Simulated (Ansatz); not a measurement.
Every step of a relaxation of Ag (omega type)

DFT, PBE, PAW with Ansatz's default frozen-core files, scalar-relativistic (Ansatz 0.2.0); a Γ-centred 8×8×11 k mesh, Fermi–Dirac smearing of 0.05 eV, no spin polarisation. The run relaxes cell and atoms at a target pressure of -1.8 GPa.

Command: `ansatz run input.yaml --threads 1 --pin off --max-ram 3584MiB --backend cpu --events-out ev --progress --plain --runs-dir out` It took 20 s on 1 thread of Arm Neoverse V2, on a shared host, peak memory 0.36 GiB.

PAW: frozen-core files, cutoff 420 eV; forces are relaxed below 0.005 eV/Å.

Each step lists its enthalpy F + pV a cell above the last geometry, the pressure, the cell vectors (Å), and Cartesian positions (Å) with forces (eV/Å).

The first step:

```
step 1  dH = 25.24 meV  P = 0.24 GPa
  cell 4.6706 0.0000 0.0000  -2.3353 4.0448 0.0000  0.0000 0.0000 2.8957
  Ag 0.0000 0.0000 0.0000   0.0000 0.0000 0.0000
  Ag 0.0000 2.6965 1.4479   0.0000 0.0000 0.0000
  Ag 2.3353 1.3483 1.4479   0.0000 0.0000 0.0000
```

Q: Where does the relaxation end, and by which steps?

A: After 4 geometries, with conventional a, b, c = 4.763, 4.763, 2.849 Å, at 18.657 Å³/atom (+2.31 % against the start) in space group P6/mmm, with a shortest distance of 2.750 Å. The further steps:
```
step 2  dH = 1.39 meV  P = -2.49 GPa
  cell 4.7763 0.0000 0.0000  -2.3881 4.1364 0.0000  0.0000 0.0000 2.8600
  Ag 0.0000 0.0000 0.0000   0.0000 0.0000 0.0000
  Ag 0.0000 2.7576 1.4300   0.0000 0.0000 0.0000
  Ag 2.3881 1.3788 1.4300   0.0000 0.0000 0.0000
step 3  dH = 0.03 meV  P = -1.87 GPa
  cell 4.7646 0.0000 0.0000  -2.3823 4.1263 0.0000  0.0000 0.0000 2.8495
  Ag 0.0000 0.0000 0.0000   0.0000 0.0000 0.0000
  Ag 0.0000 2.7509 1.4248   0.0000 0.0000 0.0000
  Ag 2.3823 1.3754 1.4248   0.0000 0.0000 0.0000
step 4  dH = 0.00 meV  P = -1.80 GPa
  cell 4.7626 0.0000 0.0000  -2.3813 4.1245 0.0000  0.0000 0.0000 2.8493
  Ag 0.0000 0.0000 0.0000   0.0000 0.0000 0.0000
  Ag 0.0000 2.7497 1.4247   0.0000 0.0000 0.0000
  Ag 2.3813 1.3748 1.4247   0.0000 0.0000 0.0000
step 5  dH = -0.43 meV  P = -1.81 GPa  (same geometry on a basis chosen anew; earlier energies don't compare to the last digit)
  cell 4.7626 0.0000 0.0000  -2.3813 4.1245 0.0000  0.0000 0.0000 2.8493
  Ag 0.0000 0.0000 0.0000   0.0000 0.0000 0.0000
  Ag 0.0000 2.7497 1.4247   0.0000 0.0000 0.0000
  Ag 2.3813 1.3748 1.4247   0.0000 0.0000 0.0000
```
